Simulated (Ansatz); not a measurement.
SnO₂: ideal shear of a crystal plane

Computed with DFT PBE, scalar-relativistic, plane waves, PAW (Ansatz). Settings: plane waves to 420 eV, k-mesh 6×8×3 (Γ-centred), Gaussian smearing 0.05 eV. No spin polarisation. Energies are free energies at this smearing, counted from the undisturbed cell; pressure is positive in compression.

The undisturbed cell (relaxed at this level):

```
CELL_PARAMETERS angstrom
0.00000 -4.82770 0.00000
0.00000 0.00000 -3.23799
9.65541 0.00000 0.00000
ATOMIC_POSITIONS crystal
Sn 0.00000 0.00000 0.70165
Sn 0.00000 0.00000 0.20165
Sn 0.50000 0.50000 0.95165
Sn 0.50000 0.50000 0.45165
O 0.69339 0.00000 0.85495
O 0.69339 0.00000 0.35495
O 0.19339 0.50000 0.79835
O 0.19339 0.50000 0.29835
O 0.30661 0.00000 0.04835
O 0.30661 0.00000 0.54835
O 0.80661 0.50000 0.10495
O 0.80661 0.50000 0.60495
```

The cut lies on the cell's a–b face, a (1 0 0) plane (indices in the standard cell, whose axes needn't be the Cartesian ones shown) of area 15.63 Å², between layers 0.93 Å apart. Vector c is tilted by f times 0·a + 1·b (length 3.238 Å) with the atoms' Cartesian places fixed: one unrelaxed fault a cell. The traction is dγ/du, the slope of γ against the slip u in Å. Some rows repeat others by symmetry and weren't run.

```
     f  γ (mJ/m²) traction (GPa)
0.0000          0             0.0
0.1000        564            37.6
0.2000       2742           102.3
0.3000       7337           177.4
0.4000      13290           165.3
0.5000      16281             0.0
0.6000      13290          -165.3
0.7000       7337          -177.4
0.8000       2742          -102.3
0.9000        564           -37.6
```

Problem. Read off the first barrier and the stress needed to climb it, and compare with Frenkel's sinusoid.

Solution. The first sampled maximum lies at f = 0.500, a slip of 1.62 Å, with γ ≈ 16281 mJ/m², which stands in for the unstable fault energy γ_us, and the steepest sampled slope before it is 177.4 GPa. A sinusoid γ = γ_us sin²(πu/λ) with its maximum there has λ = 3.24 Å and a largest slope πγ_us/λ = 158.0 GPa (1 mJ/m² per Å = 0.01 GPa). The stand-in is too high: the stress and forces give a traction of 558.1 GPa across the line at this point, so it is no saddle, and slip that bends off the line crosses lower.

Problem. Is there a metastable fault on this line?

Solution. Apart from points where γ returns to about zero, no local minimum shows among the samples, so at this sampling the line offers no fault for a dislocation to split on; a fault can still lie off the line.

The cut is rigid; relaxing the faces lowers these energies and usually the stresses.

Cost: 6 runs of about 2.3 core-minutes in all, on AMD EPYC 9R45 (Zen 5) (shared hosts).